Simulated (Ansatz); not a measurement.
# TiSi2 (Immm) in Ansatz: further runs

Runs on TiSi2. Level: LDA. Tasks: single point, equation of state.

All numbers are computed with Ansatz 0.2.0; they aren't measurements. Logs are shortened: lines on timing, memory, paths and dates and some standing lists are left out, and cuts for length are marked.

## (1) Starting point

Symmetry: Immm, No. 71, orthorhombic system. The conventional cell has a = 2.946 Å, b = 3.424 Å, c = 8.424 Å, α = 90.00°, β = 90.00°, γ = 90.00°. Around Ti (site symmetry mmm) lie 10 Si at 2.67 to 2.78 Å and 2 Ti at 2.95 Å. Si (site symmetry mm2) is surrounded by 7 Si at 2.63 to 2.95 Å and 5 Ti at 2.67 to 2.78 Å.

The cell comes from a database or a generator and needn't be the stable form of this composition.

## (2) Single point, LDA, 13.31 Å³/atom (volume scaled by 0.94)

Contents of input.yaml:

```yaml
crystal:
  lattice:
    - [-1.4428049511, 1.6771787643, 4.1260979956]
    - [1.4428049511, -1.6771787643, 4.1260979956]
    - [1.4428049511, 1.6771787643, -4.1260979956]
  atoms:
    - { symbol: Ti, position: [0.0, 0.0, 0.0] }
    - { symbol: Si, position: [0.670078, 0.670078, 0.0] }
    - { symbol: Si, position: [0.329922, 0.329922, 0.0] }
kpoints:
  mp_grid: { grid: [12, 12, 12] }
scf:
  occupations: { method: fermi_dirac, width: 0.05 }
hamiltonian:
  xc: lda
  pseudopotentials: { kind: all_electron, lapw: { basis_error: 0.002 } }
output:
  forces: true
  stress: true
  eigenvalues: true
```

Potentials or basis: all-electron LAPW, scalar-relativistic.

Started as:

```console
$ ansatz run input.yaml --threads 2 --pin off --max-ram 8192MiB --backend cpu --events-out ev --progress --plain --runs-dir out
```

Output:

```text
Warning: RAYON_NUM_THREADS=2 ignored (pool sized by the plan → 2); use --threads N
LAPW: plane waves up to 7.436 Å⁻¹, error target 2.0e-3 eV per atom; small_component_spin mean_spin; Si in spheres of 1.177 Å, 12 of its electrons in bands, Dirac shells []; Ti in spheres of 1.443 Å, 12 of its electrons in bands, Dirac shells [] (how accurate: hamiltonian.pseudopotentials.lapw.basis_error, Limitations)
Engine: ansatz 0.2.0, x86_64-unknown-linux-gnu
Pseudopotentials: kind: all_electron
Pseudopotential: Ti, LAPW, valence charge 12, lapw/all_electron/scalar/gaussian/Ti, Koelling and Harmon's equation, gaussian nucleus
Pseudopotential: Si, LAPW, valence charge 12, lapw/all_electron/scalar/gaussian/Si, Koelling and Harmon's equation, gaussian nucleus
Functional definition: SPW92
  exchange = slater_x
  correlation = pw_c
Crystal: 3 atoms, lattice volume = 39.938 Å³
Basis set: ecut = 210.641571164374 eV, 269 PW (Γ), FFT grids on a1+a3, a2+a3, a3, exchange–correlation at level 2
Bands: 22, of which v1, the nominal top of the filled ones, is band 18 counted from 1 (17 counted from 0)
Symmetry: 8 space group operations
Space group: Immm (ITA 71), of the structure as read, at distance tolerance 3.4e-5 Å
k-points: 280 of 1728
Non-local potential: Ti, projectors of the file, none
Non-local potential: Si, projectors of the file, none
Initial density: superposition of atomic densities (chi_scale 0.1, normalization cell, long waves kept (reshape's long-wave potential 0.00 eV rms))
Initial wavefunctions: plane waves of lowest kinetic energy (no species holds an atomic orbital)
Functional: x = slater, c = lda
iter 1 solved again at ethr=1.17e-3 eV; its pass at ethr=1.00e-1 eV (dr2=4.21e-1 eV) is discarded
SCF iter   1: F=—  HF=-38916.166167 eV  |F-HF|=—  |Δ(HF+E_count)|=         —  Δρ=2.46e-2  dr2=4.19e-1  ethr=1.17e-3  ⟨swp⟩=2.3  Hψ=42843  notcnv=0
preconditioner: auto → Kerker (q_TF=auto, 2.681 Å⁻¹)  [metal: Δε(μ)=0.008 eV  Ē_g=6.924 eV  σ=0.050 eV  W_gap=0.04  n_scr=10 (ndim 8)  ℏωp=20.4 eV  f_vac=0.000  D(μ)=1.28/eV (n_scr^D=10)]
SCF iter   2: F=—  HF=-38916.011211 eV  |F-HF|=—  |Δ(HF+E_count)|=   1.55e-1  Δρ=1.85e-2  dr2=3.34e-1  ethr=1.16e-3  ⟨swp⟩=2.0  Hψ=18486  notcnv=0
iter 3 solved again at ethr=5.41e-5 eV; its pass at ethr=9.27e-4 eV (dr2=1.95e-2 eV) is discarded
SCF iter   3: F=—  HF=-38915.962126 eV  |F-HF|=—  |Δ(HF+E_count)|=   4.91e-2  Δρ=7.99e-3  dr2=1.95e-2  ethr=5.41e-5  ⟨swp⟩=2.0  Hψ=31710  notcnv=0
SCF iter   4: F=—  HF=-38915.919468 eV  |F-HF|=—  |Δ(HF+E_count)|=   4.27e-2  Δρ=3.93e-3  dr2=1.31e-2  ethr=5.41e-5  ⟨swp⟩=2.9  Hψ=18911  notcnv=0
SCF iter   5: F=—  HF=-38915.916299 eV  |F-HF|=—  |Δ(HF+E_count)|=   3.17e-3  Δρ=4.27e-4  dr2=9.45e-5  ethr=3.63e-5  ⟨swp⟩=2.5  Hψ=17610  notcnv=0
SCF iter   6: F=—  HF=-38915.916246 eV  |F-HF|=—  |Δ(HF+E_count)|=   5.29e-5  Δρ=2.32e-4  dr2=3.45e-5  ethr=2.62e-7  ⟨swp⟩=3.0  Hψ=18542  notcnv=0
SCF iter   7: F=—  HF=-38915.916239 eV  |F-HF|=—  |Δ(HF+E_count)|=   7.42e-6  Δρ=4.85e-5  dr2=9.40e-7  ethr=9.58e-8  ⟨swp⟩=2.0  Hψ=17413  notcnv=0
SCF iter   8: F=—  HF=-38915.916239 eV  |F-HF|=—  |Δ(HF+E_count)|=   1.35e-8  Δρ=1.85e-5  dr2=2.64e-7  ethr=2.61e-9  ⟨swp⟩=2.1  Hψ=17457  notcnv=0
SCF iter   9: F=-38915.916239 eV  HF=-38915.916239 eV  |F-HF|=1.67e-8  |Δ(HF+E_count)|=   5.53e-8  Δρ=4.44e-6  dr2=1.35e-8  ethr=7.34e-10  ⟨swp⟩=2.0  Hψ=17412  notcnv=0
SCF 1 converged in 9 iterations: F = -38915.916239 eV  dr2 = 1.35e-8
SCF converged after 9 iterations
Free energy (F): -38915.916239 eV
Harris-Foulkes:  -38915.916239 eV  (|F-HF|=1.67e-8)
Internal energy: -38915.905710 eV  (E = F + TS)
E sigma→0 (E₀):  -38915.910974 eV
Entropy (-TS):   -0.010528 eV (-3.509 meV/atom)
Fermi energy:    14.497566 eV
--- Per-component energies (eV) ---
  E_band       = -1441.453527
  E_kinetic    = 39157.437567
  E_xc         = -2183.080661
  E_electrostatic = -75890.262617  (all electrons and nuclei)
  E_smearing   = -0.010528  (= −TS)
  E_closure    = 0.000000  (closes the sum)
  E_atoms      = -38895.017897  (free atoms, spherical and without spin; not in F)
  Σ components = -38915.916239   (vs F -38915.916239, Δ=0.00e0)
  Basis errors (estimates in eV, not in F): energy 3.7e-4 per atom: plane waves 3.2e-4 (1.7e-4 summed), levels above the bands 1.7e-35, relativity 2.3e-9, radial functions 4.9e-5, core shells 2.7e-8; eigenvalues (radial functions only) 2.4e-6; not estimated: angular momenta, meshes, grids; target (lapw.basis_error) 2.0e-3; muffin-tin radii Si 1.177 Å, Ti 1.443 Å
--- Forces (eV/Å), atoms counted from 1 ---
  atom   1  Ti     0.00000000     0.00000000     0.00000000
  atom   2  Si     0.00000000    -0.00000000    -0.06945210
  atom   3  Si     0.00000000     0.00000000     0.06945210
  max |Σ_I F_I| component: 6.16e-33 eV/Å
--- Stress (GPa, compression-positive) ---
        2.558689       0.000000       0.000000
        0.000000       2.578114      -0.000000
        0.000000      -0.000000       2.037576
  P = ⅓ Tr σ = 2.3915 GPa (23.915 kbar)
--- Band table (eV; the first three rows and the last of 280) ---
  k-point 0: bands = ["-118.4120", "-118.4098", "-75.2862", "-75.2812", "-75.2529", "-75.2496", "-75.2473", "-75.2422", "-40.9593", "-17.6366", "-17.5987", "-17.3146", "1.5949", "9.5608", "10.4557", "12.2608", "13.7922", "15.3058", "16.7004", "17.0614", "17.8906", "18.5780"]
  k-point 1: bands = ["-118.4120", "-118.4099", "-75.2862", "-75.2815", "-75.2528", "-75.2497", "-75.2471", "-75.2424", "-40.9553", "-17.6321", "-17.6040", "-17.3437", "1.8130", "9.7452", "10.3255", "12.0936", "13.7880", "14.7530", "16.2251", "16.9662", "18.4115", "18.5159"]
  k-point 2: bands = ["-118.4117", "-118.4101", "-75.2861", "-75.2824", "-75.2525", "-75.2498", "-75.2466", "-75.2429", "-40.9445", "-17.6199", "-17.6174", "-17.4221", "2.4551", "9.9891", "10.2016", "11.7226", "13.7518", "13.7944", "14.9946", "17.3111", "18.3428", "18.7485"]
  k-point 279: bands = ["-118.4119", "-118.4100", "-75.2863", "-75.2810", "-75.2514", "-75.2498", "-75.2488", "-75.2421", "-40.9589", "-17.6519", "-17.5997", "-17.3151", "2.8153", "5.4852", "13.1222", "13.2368", "14.0814", "14.9623", "16.5890", "17.1239", "17.1629", "18.4520"]
```

It took 25 s on 2 threads of AMD EPYC 7R43 (Zen 3), shared host; peak memory 0.78 GiB.

What came out:

| Property | Result |
| --- | --- |
| Free energy | -38915.9162 eV |
| Pressure | 2.4 GPa |
| Largest force | 0.069 eV/Å |
| Band gap on the k mesh | none (metal or under the smearing width) |

## (3) Single point, LDA, 13.60 Å³/atom (volume scaled by 0.96)

input.yaml: that of step 2 with these lines changed.

```diff
@@ -2,5 +2,5 @@
   lattice:
-    - [-1.4428049511, 1.6771787643, 4.1260979956]
-    - [1.4428049511, -1.6771787643, 4.1260979956]
-    - [1.4428049511, 1.6771787643, -4.1260979956]
+    - [-1.4529658841, 1.6889902715, 4.1551559811]
+    - [1.4529658841, -1.6889902715, 4.1551559811]
+    - [1.4529658841, 1.6889902715, -4.1551559811]
   atoms:
```

Potentials or basis: all-electron LAPW, scalar-relativistic.

Started as:

```console
$ ansatz run input.yaml --threads 2 --pin off --max-ram 8192MiB --backend cpu --events-out ev --progress --plain --runs-dir out
```

Run time: 27 s. Hardware: 2 threads of AMD EPYC 7R43 (Zen 3), shared host; peak memory 0.78 GiB.

It converged, with:

| Item | Value |
| --- | --- |
| Free energy | -38915.9199 eV |
| Pressure | -0.9 GPa |
| Largest force | 0.085 eV/Å |
| Band gap on the k mesh | none (metal or under the smearing width) |

## (4) Single point, LDA, 13.88 Å³/atom (volume scaled by 0.98)

input.yaml: that of step 3 with these lines changed.

```diff
@@ -2,5 +2,5 @@
   lattice:
-    - [-1.4529658841, 1.6889902715, 4.1551559811]
-    - [1.4529658841, -1.6889902715, 4.1551559811]
-    - [1.4529658841, 1.6889902715, -4.1551559811]
+    - [-1.4629866552, 1.7006388484, 4.1838131348]
+    - [1.4629866552, -1.7006388484, 4.1838131348]
+    - [1.4629866552, 1.7006388484, -4.1838131348]
   atoms:
```

Started as:

```console
$ ansatz run input.yaml --threads 2 --pin off --max-ram 8192MiB --backend cpu --events-out ev --progress --plain --runs-dir out
```

It took 26 s on 2 threads of AMD EPYC 7R43 (Zen 3), shared host; peak memory 0.79 GiB.

The run converged. Its results:

```yaml
Free_energy: -38915.9070 eV
Pressure: -3.9 GPa
Largest_force: 0.100 eV/Å
Band_gap_on_the_k_mesh: none (metal or under the smearing width)
```

## (5) Single point, LDA, 14.16 Å³/atom

input.yaml: that of step 4 with these lines changed.

```diff
@@ -2,5 +2,5 @@
   lattice:
-    - [-1.4629866552, 1.7006388484, 4.1838131348]
-    - [1.4629866552, -1.7006388484, 4.1838131348]
-    - [1.4629866552, 1.7006388484, -4.1838131348]
+    - [-1.472872, 1.71213, 4.212083]
+    - [1.472872, -1.71213, 4.212083]
+    - [1.472872, 1.71213, -4.212083]
   atoms:
```

Started as:

```console
$ ansatz run input.yaml --threads 2 --pin off --max-ram 8192MiB --backend cpu --events-out ev --progress --plain --runs-dir out
```

It took 26 s on 2 threads of AMD EPYC 7R43 (Zen 3), shared host; peak memory 0.75 GiB.

Results (log left out):

```yaml
Free_energy: -38915.8791 eV
Pressure: -6.6 GPa
Largest_force: 0.115 eV/Å
Band_gap_on_the_k_mesh: none (metal or under the smearing width)
```

## (6) Single point, LDA, 14.45 Å³/atom (volume scaled by 1.02)

input.yaml: that of step 5 with these lines changed.

```diff
@@ -2,5 +2,5 @@
   lattice:
-    - [-1.472872, 1.71213, 4.212083]
-    - [1.472872, -1.71213, 4.212083]
-    - [1.472872, 1.71213, -4.212083]
+    - [-1.4826264035, 1.7234689397, 4.2399784024]
+    - [1.4826264035, -1.7234689397, 4.2399784024]
+    - [1.4826264035, 1.7234689397, -4.2399784024]
   atoms:
```

Potentials or basis: all-electron LAPW, scalar-relativistic.

Started as:

```console
$ ansatz run input.yaml --threads 2 --pin off --max-ram 8192MiB --backend cpu --events-out ev --progress --plain --runs-dir out
```

It took 29 s on 2 threads of AMD EPYC 7R43 (Zen 3), shared host; peak memory 0.78 GiB.

It converged, with:

| Property | Result |
| --- | --- |
| Free energy | -38915.8378 eV |
| Pressure | -8.9 GPa |
| Largest force | 0.129 eV/Å |
| Band gap on the k mesh | none (metal or under the smearing width) |

## (7) Single point, LDA, 14.73 Å³/atom (volume scaled by 1.04)

input.yaml: that of step 6 with these lines changed.

```diff
@@ -2,5 +2,5 @@
   lattice:
-    - [-1.4826264035, 1.7234689397, 4.2399784024]
-    - [1.4826264035, -1.7234689397, 4.2399784024]
-    - [1.4826264035, 1.7234689397, -4.2399784024]
+    - [-1.4922541174, 1.7346606101, 4.2675115011]
+    - [1.4922541174, -1.7346606101, 4.2675115011]
+    - [1.4922541174, 1.7346606101, -4.2675115011]
   atoms:
```

Started as:

```console
$ ansatz run input.yaml --threads 2 --pin off --max-ram 8192MiB --backend cpu --events-out ev --progress --plain --runs-dir out
```

Run time: 27 s. Hardware: 2 threads of AMD EPYC 7R43 (Zen 3), shared host; peak memory 0.73 GiB.

It converged, with:

```yaml
Free_energy: -38915.7847 eV
Pressure: -11.1 GPa
Largest_force: 0.143 eV/Å
Band_gap_on_the_k_mesh: none (metal or under the smearing width)
```

## (8) Single point, LDA, 15.01 Å³/atom (volume scaled by 1.06)

input.yaml: that of step 7 with these lines changed.

```diff
@@ -2,5 +2,5 @@
   lattice:
-    - [-1.4922541174, 1.7346606101, 4.2675115011]
-    - [1.4922541174, -1.7346606101, 4.2675115011]
-    - [1.4922541174, 1.7346606101, -4.2675115011]
+    - [-1.501759177, 1.7457097017, 4.2946938359]
+    - [1.501759177, -1.7457097017, 4.2946938359]
+    - [1.501759177, 1.7457097017, -4.2946938359]
   atoms:
```

Started as:

```console
$ ansatz run input.yaml --threads 2 --pin off --max-ram 8192MiB --backend cpu --events-out ev --progress --plain --runs-dir out
```

Wall time 26 s (2 threads of AMD EPYC 7R43 (Zen 3), shared host); peak memory 0.73 GiB.

Results (log left out):

- Free energy: -38915.7209 eV
- Pressure: -13.0 GPa
- Largest force: 0.157 eV/Å
- Band gap on the k mesh: none (metal or under the smearing width)

## (9) Equation of state, LDA

Potentials or basis: all-electron LAPW, scalar-relativistic.

This step only gathers the single runs of the series.

Results:

* Equilibrium volume: 13.51 Å³/atom
* Bulk modulus at fixed shape and positions: 155 GPa
* Pressure derivative of the bulk modulus: 4.4

Energy against volume, from the lowest point:
| volume (Å³/atom) | energy (meV/atom) |
| --- | --- |
| 13.313 | 1.24 |
| 13.596 | 0.00 |
| 13.879 | 4.32 |
| 14.162 | 13.63 |
| 14.446 | 27.38 |
| 14.729 | 45.07 |
| 15.012 | 66.36 |

Caveat: the cell was scaled at fixed shape and fractional positions, which overstates the stiffness of a crystal with free parameters, most of all of layers and chains.
